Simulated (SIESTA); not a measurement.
Runs of SIESTA 5.4.2 on Sn. The structure is tetragonal, space group I4_1/amd (No. 141). The conventional cell has a = 5.880 Å, b = 5.880 Å, c = 3.199 Å, α = 90.00°, β = 90.00°, γ = 90.00°. Around Sn (site symmetry -4m2) lie 6 Sn at 3.05 to 3.20 Å. 

| task | level | potentials or basis | cell | gap on the mesh (eV) | pressure (GPa) | V0 of scaled cells (Å³/atom) | B0 (GPa) |
| --- | --- | --- | --- | --- | --- | --- | --- |
| single point | PBEsol | PseudoDojo 0.4 standard (PBEsol files), DZP (energy shift 0.003 Ry; two zetas on semicore shells) | as given | none | -0.6 | - | - |
| equation of state | PBEsol | PseudoDojo 0.4 standard (PBEsol files), DZP (energy shift 0.003 Ry; two zetas on semicore shells) | as given | - | - | (b) | 54 |
| equation of state | LDA | PseudoDojo 0.4 standard (LDA files), DZP (energy shift 0.003 Ry; two zetas on semicore shells) | as given | - | - | 26.59 | 58 |
| single point | PBEsol | PseudoDojo 0.4 standard (PBEsol files), DZP (energy shift 0.003 Ry; two zetas on semicore shells) | atoms moved at random, drawn with an rms of 0.05 Å | none | -0.5 | - | - |
| band structure | LDA | PseudoDojo 0.4 standard (LDA files), DZP (energy shift 0.003 Ry; two zetas on semicore shells) | as given | none | (a) | - | - |

Alike in all rows: no spin polarisation; k mesh 9 × 9 × 9; smearing fermi-dirac 0.05 eV; grid cutoff 500 Ry; energy shift 0.003 Ry.

Q: Fill in the values left out.

A: (a) -2.1; (b) 27.36.

Caveats: the basis of atomic orbitals isn't converged, which shifts pressures, moduli and gaps; the cell was scaled at fixed shape and fractional positions, which overstates the stiffness of a crystal with free parameters, most of all of layers and chains (some runs); spin-orbit coupling is left out, which moves the levels of the heavy elements (some runs).

A k mesh can miss the band edges, and the runs leave out spin-orbit coupling on Sn.

A gap of «none» marks a metal or a gap under the smearing width.

Runs at the PBE level aren't shown here.
